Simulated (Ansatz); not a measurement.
# 4 guesses for InSb₃ and where they end

Theory: Ansatz, DFT PBE, scalar-relativistic, plane waves, PAW. Settings: cutoff 420 eV, Γ-centred meshes spaced at most about 0.3 Å⁻¹, and about 0.25 Å⁻¹ or finer for metals (2π included), Gaussian smearing. No spin polarisation in the final relaxations.

Each guess was relaxed in cell and atoms at zero pressure, within the symmetry of its start. All energies are static (0 K, no zero-point motion). Coordination counts Sb atoms around In (those within 1.25 times the shortest such distance or 1.15 times the sum of covalent radii; a plus sign parts nearer from farther groups; the shortest distance is added where it is long for a bond).

```csv
guess,made from,start group,V start (Å³/atom),end group,V end (Å³/atom),coordination at the end,gap on mesh (eV),E over the lowest end (meV/atom)
1,random cell,R-3m,32.9,Pm-3m (Cu3Au (L1_2)),27.9,In 12 from 3.4 Å,0,11
2,a Materials Project cell,Fm-3m,27.3,Fm-3m (BiF3 (D0_3)),27.2,In 8+6,0,0
3,a Materials Project cell,Pm-3m,27.8,Pm-3m (Cu3Au (L1_2)),27.9,In 12 from 3.4 Å,0,12
4,random cell,P4mm,33.6,?,?,?,?,?
```

Guess 4 as it starts:

```
In Sb
1.0
     4.04347    0.00000    0.00000
     0.00000    4.04347    0.00000
     0.00000    0.00000    8.22503
In Sb
1 3
Direct
  0.00000 0.00000 0.32442
  0.50000 0.50000 0.77846
  0.00000 0.00000 0.02384
  0.00000 0.00000 0.62987
```

Task: Predict the end of this guess and its energy over the lowest end.

Result: It ends in space group P4/mmm (No. 123), with a = 3.114 Å, c = 12.012 Å, 29.1 Å³/atom and no gap. It lies 31 meV/atom over the lowest end, above guess 3 and so the highest of the set. Counting Sb atoms around In, this end has In 2 and the lowest (guess 2) has In 8+6.

```xyz
4
Lattice="3.1135 0.0000 0.0000 0.0000 3.1135 0.0000 0.0000 0.0000 12.0124" Properties=species:S:1:pos:R:3 pbc="T T T"
In    0.0000    0.0000    0.0000
Sb    1.5568    1.5568    6.0062
Sb    0.0000    0.0000    8.9722
Sb    0.0000    0.0000    3.0402
```

Energies over the elements count from the elements' standard structures at the same level, with no fitted energy shifts.

Task: Is the lowest end bound against the elements?

Result: No: its formation energy is +0.17 eV/atom. A positive value: parting into the elements would lower its energy.

For metals, differences of a few meV/atom aren't resolved. Weakly bound directions are ill-defined at this level, which has no dispersion term (P4/mmm), and this can change margins and order among such cells. Spin–orbit coupling, which can matter for Sb, is left out. Cells relaxed within their symmetry can be saddle points. Some structure types and database cells were kept out of the candidates from the start, so a known form may be missing.

None of the ends gives a bound InSb₃, and the lowest, at +0.17 eV/atom, understates the problem: the relevant competitor is zincblende InSb plus Sb, which lies below the separate elements. This agrees with the known preference of the In–Sb system for the equiatomic compound. There the electron count fills the bonding states of a tetrahedral network, whereas the extra Sb here brings more electrons than such a network can hold.

The dense BiF₃ and Cu₃Au arrangements also deny Sb the few short, directional p bonds it forms as an element, which probably accounts for much of the energy cost. Guesses 1 and 3 reach the same structure, so they count as one result.

The tetragonal end is less open than its two Sb neighbours around In suggest: In also has four In neighbours at 3.114 Å, within a square net. This partial segregation into In and Sb layers gives up In–Sb contacts without restoring the bonding of elemental Sb. Larger cells that allow Sb to distort could still lie lower.
